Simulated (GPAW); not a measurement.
A run of GPAW 26.7.0:

run.py

```python
import numpy as np
from ase import Atoms
from ase.units import Bohr, Ha
from gpaw import GPAW, PW
from gpaw.hybrids.energy import non_self_consistent_energy
from gpaw.xc.fxc import FXCCorrelation

atoms = Atoms(['Se', 'Zn'],
              cell=[[0.0, 2.8338, 2.8338],
                    [2.8338, 0.0, 2.8338],
                    [2.8338, 2.8338, 0.0]],
              scaled_positions=[[0.75, 0.75, 0.75],
                                [0.0, 0.0, 0.0]],
              pbc=True)

for x in [1.0]:
    ecuts = np.array([128.0, 160.0, 200])
    a = atoms.copy()
    a.set_cell(atoms.cell * x**(1 / 3), scale_atoms=True)
    calc = GPAW(mode=PW(500),
                xc='PBE',
                kpts={'size': (3, 3, 3), 'gamma': True},
                occupations={'name': 'fermi-dirac', 'width': 0.05},
                nbands=18,
                convergence={'density': 1e-06},
                maxiter=60,
                txt=f'gs-{x:.2f}.txt')
    a.calc = calc
    dft = a.get_potential_energy(force_consistent=True)
    calc.write(f'gs-{x:.2f}.gpw')
    exx = non_self_consistent_energy(calc, 'EXX').sum()
    calc.diagonalize_full_hamiltonian(nbands=int(a.get_volume() / Bohr**3 * (ecuts[-1] / Ha)**1.5 * 2**0.5 / 3 / np.pi**2) + 30)
    calc.write(f'full-{x:.2f}.gpw', mode='all')
    ec = FXCCorrelation(f'full-{x:.2f}.gpw', xc='rALDA', tag=f'{x:.2f}', nlambda=8, avg_scheme='wavevector',
                        ecut=ecuts, nfrequencies=6, skip_gamma=False, txt=f'rpa-{x:.2f}.txt').calculate()
    slope, ec_inf = np.polyfit(ecuts**-1.5, ec, 1)
    print(f'V = {a.get_volume():.4f} A^3: DFT {dft:.5f}, EXX {exx:.5f}, correlation', *ec.round(5), f'extrapolated {ec_inf:.5f}, total {exx + ec_inf:.5f} eV', flush=True)
```

Potentials or basis: GPAW PAW data sets (gpaw-data 1.2.1), pw.

Run with:

```sh
$ OMP_NUM_THREADS=1 python run.py
```

Hardware: 1 thread of Arm Neoverse V1, with other jobs on the host.

Question: Estimate the wall time of this run.

Answer: Run time: 7.5 min on 1 thread of Arm Neoverse V1, with other jobs on the host, peak memory 1.2 GiB. Counts: scf iterations 11.
